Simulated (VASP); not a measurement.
# Ru (P6_3/mmc) in VASP: elastic constants with PBEsol

Aim: the elastic constants of Ru with PBEsol.

Program: VASP 6.6.1. These are calculated values, not measurements. Logs are shortened: lines on timing, memory, paths and dates and some standing lists are left out, and cuts for length are marked.

## (1) The structure

The structure is hexagonal, space group P6_3/mmc (No. 194). The conventional cell has a = 2.708 Å, b = 2.708 Å, c = 4.268 Å, α = 90.00°, β = 90.00°, γ = 120.00°. Ru (site symmetry -6m2) is surrounded by 12 Ru at 2.65 to 2.71 Å.

## (2) Elastic constants, PBEsol

File POSCAR:

```
Ru
1.0
    2.7078263400      0.0000000000      0.0000000000
   -1.3539131700      2.3450464000      0.0000000000
    0.0000000000      0.0000000000      4.2681017800
Ru
2
Direct
    0.3333333300      0.6666666700      0.2500000000
    0.6666666700      0.3333333300      0.7500000000
```

File INCAR.step1:

```
SYSTEM = Ru
PREC = Accurate
ENCUT = 600
EDIFF = 1E-8
ISMEAR = 0
SIGMA = 0.1
LREAL = .FALSE.
LASPH = .TRUE.
NELM = 60
ALGO = Fast
ISIF = 3
LWAVE = .FALSE.
LCHARG = .FALSE.
GGA = PS
IBRION = 2
NSW = 40
EDIFFG = -0.002
```

File INCAR.step2:

```
SYSTEM = Ru
PREC = Accurate
ENCUT = 600
EDIFF = 1E-8
ISMEAR = 0
SIGMA = 0.1
LREAL = .FALSE.
LASPH = .TRUE.
NELM = 60
ALGO = Fast
ISIF = 3
LWAVE = .FALSE.
LCHARG = .FALSE.
GGA = PS
IBRION = 6
NFREE = 2
POTIM = 0.015
NSW = 1
```

File KPOINTS:

```
regular mesh
0
G
  18 18 10
  0 0 0
```

Potentials or basis: VASP PAW PBE potentials, release 64 (Ru_pv).

On the command line:

```
$ cat potpaw_PBE.64/Ru_pv/POTCAR > POTCAR
$ cp INCAR.step1 INCAR
$ mpirun -np 1 vasp_std > vasp.out
$ cp CONTCAR POSCAR
$ cp INCAR.step2 INCAR
$ mpirun -np 1 vasp_std > vasp.out
```

OUTCAR:

```text
SYSTEM = Ru
   PREC = Accurate
   ENCUT = 600
   EDIFF = 1E-8
   ISMEAR = 0
   LREAL = .FALSE.
   LASPH = .TRUE.
   NELM = 60
   ISIF = 3
   GGA = PS
   IBRION = 6
   NFREE = 2
   POTIM = 0.015
   NSW = 1

 ion  position               nearest neighbor table
   1  0.333  0.667  0.250-   2 2.63   2 2.63   2 2.63   2 2.63   2 2.63   2 2.63
   2  0.667  0.333  0.750-   1 2.63   1 2.63   1 2.63   1 2.63   1 2.63   1 2.63

  LATTYP: Found a hexagonal cell.
 ALAT       =     2.6893112493
 C/A-ratio  =     1.5809675210

  Lattice vectors:

 A1 = (   2.6893112493,   0.0000000000,   0.0000000000)
 A2 = (  -1.3446556247,   2.3290118611,   0.0000000000)
 A3 = (   0.0000000000,   0.0000000000,   4.2517137389)

Analysis of symmetry for initial positions (statically):
=====================================================================
 Subroutine PRICEL returns:
 Original cell was already a primitive cell.

 Routine SETGRP: Setting up the symmetry group for a
 hexagonal supercell.

 Subroutine GETGRP returns: Found 24 space group operations
 (whereof 12 operations were pure point group operations)
 out of a pool of 24 trial point group operations.

The static configuration has the point symmetry D_3d.
 The point group associated with its full space group is D_6h.

Analysis of symmetry for dynamics (positions and initial velocities):
=====================================================================
 Subroutine PRICEL returns:
 Original cell was already a primitive cell.

 Routine SETGRP: Setting up the symmetry group for a
 hexagonal supercell.

 Subroutine GETGRP returns: Found 24 space group operations
 (whereof 12 operations were pure point group operations)
 out of a pool of 24 trial point group operations.

The dynamic configuration has the point symmetry D_3d.
 The point group associated with its full space group is D_6h.

 Subroutine INISYM returns: Found 24 space group operations
 (whereof 12 operations are pure point group operations),
 and found     1 'primitive' translations

----------------------------------------------------------------------------------------

                                     Primitive cell

  volume of cell :      26.6303

  direct lattice vectors                    reciprocal lattice vectors
     2.689311249  0.000000000  0.000000000     0.371842419  0.214683321  0.000000000
    -1.344655625  2.329011861  0.000000000     0.000000000  0.429366641  0.000000000
     0.000000000  0.000000000  4.251713739     0.000000000  0.000000000  0.235199278

  length of vectors
     2.689311249  2.689311250  4.251713739     0.429366641  0.429366641  0.235199278

  position of ions in fractional coordinates (direct lattice)
     0.333333330  0.666666670  0.250000000
     0.666666670  0.333333330  0.750000000

  ion indices of the primitive-cell ions
   primitive index   ion index
                 1           1
                 2           2

----------------------------------------------------------------------------------------

 KPOINTS: regular mesh

Automatic generation of k-mesh.
 Grid dimensions read from file:
 generate k-points for:   18   18   10

 Generating k-lattice:

  Cartesian coordinates                     Fractional coordinates (reciprocal lattice)
     0.020657912  0.011926851  0.000000000     0.055555556  0.000000000  0.000000000
     0.000000000  0.023853702  0.000000000     0.000000000  0.055555556  0.000000000
     0.000000000  0.000000000  0.023519928     0.000000000  0.000000000  0.100000000

  Length of vectors
     0.023853702  0.023853702  0.023519928

  Shift w.r.t. Gamma in fractional coordinates (k-lattice)
     0.000000000  0.000000000  0.000000000

 Subroutine IBZKPT returns following result:
 ===========================================

 Found    222 irreducible k-points:

 Following reciprocal coordinates:
            Coordinates               Weight
[... 63 lines left out ...]
     AMIX_MAG =   1.60;   BMIX_MAG =  1.00
  volume/ion in A,a.u.               =      13.32        89.86
  Fermi-wavevector in a.u.,A,eV,Ry     =   1.664697  3.145822 37.704693  2.771217
  Thomas-Fermi vector in A             =   2.751196
   LORBIT       =      0    0 simple, 1 ext, 2 COOP (PROOUT), +10 PAW based schemes
   GGA     = PS    functional components
   LHFCALC =     F    Hartree Fock is set to
   AEXX    =    0.0000 exact exchange contribution
   IVDW    =     0    specifies the selected vdW correction
   LEPSILON=     F    determine dielectric tensor
   LRPA    =     F    only Hartree local field effects (RPA)
 finite differences with symmetry
 non-spin polarized calculation
 RMM-DIIS sequential band-by-band and
 Gauss-broadening in eV      SIGMA  =   0.10
  energy-cutoff  :      600.00
  volume of cell :       26.63
 maximum number of plane-waves:       911
 NGX is ok and might be reduce to    24
   NGX = 11   NGY = 11   NGZ = 17

--------------------------------------- Ionic step        1  -------------------------------------------

 number of electron      27.9999996 magnetization

 Free energy of the ion-electron system (eV)
  ---------------------------------------------------
  ext. energy  EPLUGINS =         0.00000000
  ---------------------------------------------------
  free energy    TOTEN  =       -20.34561518 eV

  energy without entropy =      -20.33676484  energy(sigma->0) =      -20.34119001

------------------------ aborting loop because EDIFF is reached ----------------------------------------

  FORCE on cell =-STRESS in cart. coord.  units (eV):
  Direction    XX          YY          ZZ          XY          YZ          ZX
  --------------------------------------------------------------------------------------
  -------------------------------------------------------------------------------------
  Total       -0.0018397     -0.0018397      0.0022405      0.0000000      0.0000000      0.0000000
  in kB       -0.1106852     -0.1106852      0.1347966      0.0000000      0.0000000      0.0000000
  external PRESSURE =      -0.0288579 kB  Pullay stress =       0.0000000 kB
[... 89 lines left out ...]
  FREE ENERGIE OF THE ION-ELECTRON SYSTEM (eV)
  ---------------------------------------------------
  free  energy   TOTEN  =       -20.3332460234 eV

  energy  without entropy=      -20.3250473532  energy(sigma->0) =      -20.32914669

[... ionic steps 4 to 14 ...]

--------------------------------------- Ionic step       15  -------------------------------------------

 number of electron      27.9999997 magnetization

------------------------ aborting loop because EDIFF is reached ----------------------------------------
[... 67 lines left out ...]
--------------------------------------- Ionic step       17  -------------------------------------------

 number of electron      27.9999997 magnetization

 Free energy of the ion-electron system (eV)
  ---------------------------------------------------
  ext. energy  EPLUGINS =         0.00000000
  ---------------------------------------------------
  free energy    TOTEN  =       -20.34406157 eV

  energy without entropy =      -20.33518494  energy(sigma->0) =      -20.33962325

 E-fermi :  13.0522     XC(G=0): -14.4009

 val. band max:       13.0483884929   @ k =   0.4444   0.1111   0.5000
 cond. band min:      13.0528875868   @ k =   0.0000   0.1667   0.4000
 fundamental gap:      0.0044990940
 Fermi energy:        13.0521866056

 k-point     1 :       0.0000    0.0000    0.0000
  band No.  band energies     occupation
      1     -30.6204      2.00000
      2     -29.6179      2.00000
      3     -29.6179      2.00000
      4     -29.4349      2.00000
      5     -29.4349      2.00000
      6     -29.3908      2.00000
[... 481 lines left out ...]
      5     -29.7024      2.00000
      6     -29.6194      2.00000
[... 10 lines left out ...]
     17      16.9034      0.00000
     18      20.5957      0.00000

 [... further k-points ...]

------------------------ aborting loop because EDIFF is reached ----------------------------------------

  FORCE on cell =-STRESS in cart. coord.  units (eV):
  Direction    XX          YY          ZZ          XY          YZ          ZX
  --------------------------------------------------------------------------------------
  -------------------------------------------------------------------------------------
  Total        0.0024271      0.0024271      0.0155987      0.0000000      0.0000000      0.0000000
  in kB        0.1460231      0.1460231      0.9384754      0.0000000      0.0000000      0.0000000
  external PRESSURE =       0.4101738 kB  Pullay stress =       0.0000000 kB
[... 17 lines left out ...]
  FREE ENERGIE OF THE ION-ELECTRON SYSTEM (eV)
  ---------------------------------------------------
  free  energy   TOTEN  =       -20.3440615678 eV

  energy  without entropy=      -20.3351849379  energy(sigma->0) =      -20.33962325

 INTERNAL STRAIN TENSORS FROM STRAINED CELLS
 ============================================

 INTERNAL STRAIN TENSOR FOR ION    1 for displacements in x,y,z  (eV/Angst):
          X           Y           Z          XY          YZ          ZX
  --------------------------------------------------------------------------------
  x     0.00000    -0.00000     0.00000    -3.07964    -0.00000     0.00000
  y    -3.08456     3.11238     0.00000    -0.00003    -0.00044    -0.00002
  z     0.00000     0.00000     0.00000    -0.00000    -0.00188    -0.00000

 INTERNAL STRAIN TENSORS FROM DISPLACED ATOMS
 ============================================

 INTERNAL STRAIN TENSOR FOR ION    1 for displacements in x,y,z  (eV/Angst):
          X           Y           Z          XY          YZ          ZX
  --------------------------------------------------------------------------------
  x     0.00000     0.00000     0.00000    -3.08162     0.00000     0.00000
  y    -3.08162     3.08162     0.00000     0.00000     0.00000     0.00000
  z     0.00000    -0.00000    -0.00000     0.00000     0.00000     0.00000

 INTERNAL STRAIN TENSOR FOR ION    2 for displacements in x,y,z  (eV/Angst):
          X           Y           Z          XY          YZ          ZX
  --------------------------------------------------------------------------------
  x     0.00000     0.00000     0.00000     3.08162     0.00000     0.00000
  y     3.08162    -3.08162    -0.00000    -0.00000     0.00000     0.00000
  z    -0.00000     0.00000     0.00000     0.00000    -0.00000     0.00000

 Eigenvectors and eigenvalues of the dynamical matrix
 ----------------------------------------------------

   1 f  =    8.173728 THz    51.357048 2PiTHz  272.646220 cm-1    33.803808 meV
             X         Y         Z           dx          dy          dz
     -0.000000  1.552675  1.062928     0.000000    0.000000    0.707107
      1.344656  0.776337  3.188785    -0.000000   -0.000000   -0.707107
[... 16 lines left out ...]
   5 f  =    0.000000 THz     0.000000 2PiTHz    0.000001 cm-1     0.000000 meV
             X         Y         Z           dx          dy          dz
     -0.000000  1.552675  1.062928     0.637676    0.052524    0.301015
      1.344656  0.776337  3.188785     0.637676    0.052524    0.301015

   6 f/i=    0.000000 THz     0.000000 2PiTHz    0.000001 cm-1     0.000000 meV
             X         Y         Z           dx          dy          dz
     -0.000000  1.552675  1.062928    -0.281145   -0.172008    0.625596
      1.344656  0.776337  3.188785    -0.281145   -0.172008    0.625596

--------------------------------------------------------------------------------------------------------

 ELASTIC MODULI CONTR FROM IONIC RELAXATION (kBar)
 Direction    XX          YY          ZZ          XY          YZ          ZX
 --------------------------------------------------------------------------------
 XX         -74.4212     74.4212      0.0000      0.0000     -0.0000      0.0000
 YY          74.4212    -74.4212     -0.0000     -0.0000      0.0000      0.0000
 ZZ           0.0000     -0.0000     -0.0000     -0.0000      0.0000      0.0000
 XY           0.0000     -0.0000     -0.0000    -74.4212     -0.0000      0.0000
 YZ          -0.0000      0.0000      0.0000     -0.0000     -0.0000      0.0000
 ZX           0.0000      0.0000      0.0000      0.0000      0.0000      0.0000
 --------------------------------------------------------------------------------

 TOTAL ELASTIC MODULI (kBar)
 Direction    XX          YY          ZZ          XY          YZ          ZX
 --------------------------------------------------------------------------------
 XX        6258.5689   2032.2641   2000.7032      0.0000     -0.0000     -0.0000
 YY        2032.2641   6258.5689   2000.7032     -0.0000      0.0000     -0.0000
 ZZ        2000.7032   2000.7032   6937.5396     -0.0000     -0.0000     -0.0000
 XY           0.0000     -0.0000     -0.0000   2113.1524      0.0000     -0.0000
 YZ          -0.0000      0.0000     -0.0000      0.0000   2116.7703      0.0000
 ZX          -0.0000     -0.0000      0.0000     -0.0000      0.0000   2116.7703
 --------------------------------------------------------------------------------
```

Wall time 38 min (1 thread of Intel Xeon 6975P-C (Granite Rapids), shared host); peak memory 0.93 GiB.

Results:

* Relaxed volume: 13.32 Å³/atom
* Relaxed cell: a = 2.689 Å, b = 2.689 Å, c = 4.252 Å, α = 90.00°, β = 90.00°, γ = 120.00°
* Space group after relaxing (to 0.05 Å): P6_3/mmc (No. 194)
* Voigt bulk modulus: 350 GPa
* Highest phonon frequency at Γ: 273 cm⁻¹

The path:
| step | energy change (eV) | largest force (eV/Å) | pressure (GPa) | volume (Å³) |
| --- | --- | --- | --- | --- |
| 1 | 0.0000 | 0.0000 | -5.84 | 27.10 |
| 2 | 0.0830 | 0.0000 | 21.87 | 25.21 |
| 3 | -0.0088 | 0.0000 | -0.10 | 26.64 |
| 4 | -0.0088 | 0.0000 | 0.02 | 26.63 |
| 5 | -0.0088 | 0.0000 | 0.15 | 26.62 |
| 6 | -0.0089 | 0.0000 | 0.10 | 26.62 |
| 7 | -0.0089 | 0.0000 | 0.13 | 26.62 |
| 8 | -0.0089 | 0.0000 | 0.12 | 26.62 |
| 9 | -0.0089 | 0.0000 | 0.12 | 26.62 |
| 10 | -0.0089 | 0.0000 | -0.26 | 26.65 |
| 11 | -0.0089 | 0.0000 | 0.01 | 26.63 |

Final structure:
```
Ru
1.0
     2.68931    0.00000    0.00000
    -1.34466    2.32901    0.00000
     0.00000    0.00000    4.25171
Ru
2
Direct
  0.33333 0.66667 0.25000
  0.66667 0.33333 0.75000
```

Phonon frequencies in cm⁻¹ (negative: imaginary):
```
              q point        frequencies
(0.000, 0.000, 0.000)  0 0 0 203 203 273
```

Elastic tensor in Voigt notation (GPa, in the Cartesian axes of the cell as first typed):
```
626 203 200   0   0   0
203 626 200   0   0   0
200 200 694   0   0   0
  0   0   0 212   0   0
  0   0   0   0 212   0
  0   0   0   0   0 211
```

Clamped-ion elastic tensor (GPa):
```
633 196 200   0   0   0
196 633 200   0   0   0
200 200 694   0   0   0
  0   0   0 212   0   0
  0   0   0   0 212   0
  0   0   0   0   0 219
```

Caveat: the PAW data sets were made with another functional, which shifts forces and pressure a little.
